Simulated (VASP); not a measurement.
## Ge in VASP: the effect of functional

Ge:

```
Ge
1.0
     0.00000    2.88574    5.11566
     2.63050    0.00000    5.11566
     2.63050    2.88574    0.00000
Ge
4
Direct
  0.72649 0.27351 0.72649
  0.27351 0.72649 0.27351
  0.21813 0.21813 0.78187
  0.78187 0.78187 0.21813
```

This isn't the form of Ge at room conditions, which is diamond.

Alike in all runs:

* Program: VASP 6.6.1
* Task: band structure
* Cutoff: 520 eV
* k mesh: 5 × 5 × 5
* Occupations: fermi-dirac, width 0.05 eV
* Spin: no spin polarisation

```csv
functional,potentials or basis,pressure (GPa)
LDA,"VASP PAW LDA potentials, release 64 (Ge_d)",-5.3
PBEsol,"VASP PAW PBE potentials, release 64 (Ge_d)",-3.7
RPBE,"VASP PAW PBE potentials, release 64 (Ge_d)",1.5
revPBE,"VASP PAW PBE potentials, release 64 (Ge_d)",1.0
BLYP,"VASP PAW PBE potentials, release 64 (Ge_d)",6.1
AM05,"VASP PAW PBE potentials, release 64 (Ge_d)",-4.2
PW91,"VASP PAW PBE potentials, release 64 (Ge_d)",?
```

What does the run with functional PW91 give?

Pressure 0.1 GPa.

Caveats: the PAW data sets were made with another functional, which shifts forces and pressure a little (some runs).

Runs at the PBE level aren't shown here.
